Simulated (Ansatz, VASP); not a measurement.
**CdF2 in VASP and in Ansatz**

```
CELL_PARAMETERS angstrom
0.00000 2.66667 2.66667
2.66667 0.00000 2.66667
2.66667 2.66667 0.00000
ATOMIC_POSITIONS crystal
Cd 0.00000 0.00000 0.00000
F 0.25000 0.25000 0.25000
F 0.75000 0.75000 0.75000
```

Alike in both runs: task single point; functional PBE; dispersion D3(BJ); k mesh 8 × 8 × 8; occupations gaussian, width 0.02 eV; no spin polarisation.

|  | VASP | Ansatz |
| --- | --- | --- |
| version | VASP 6.6.1 | Ansatz 0.2.0 |
| potentials or method | VASP PAW PBE potentials, release 64 (Cd, F) | scalar-relativistic, plane waves, PAW |
| plane-wave cutoff (eV) | 520 | 420 |
| valence electrons in the cell | 26 | 34 |

Ansatz gave:

| Item | Value |
| --- | --- |
| gap on the k mesh at the Fermi level (eV) | 3.21 |
| least direct gap on the mesh (eV) | 3.67 |
| pressure (GPa) | 7.1 |

Q: Estimate VASP's values.

A: gap on the k mesh at the Fermi level (eV): 3.18; least direct gap on the mesh (eV): 3.64; pressure (GPa): 8.0.

The two sets of potentials don't hold the same shells in valence.

A k mesh can miss the band edges.
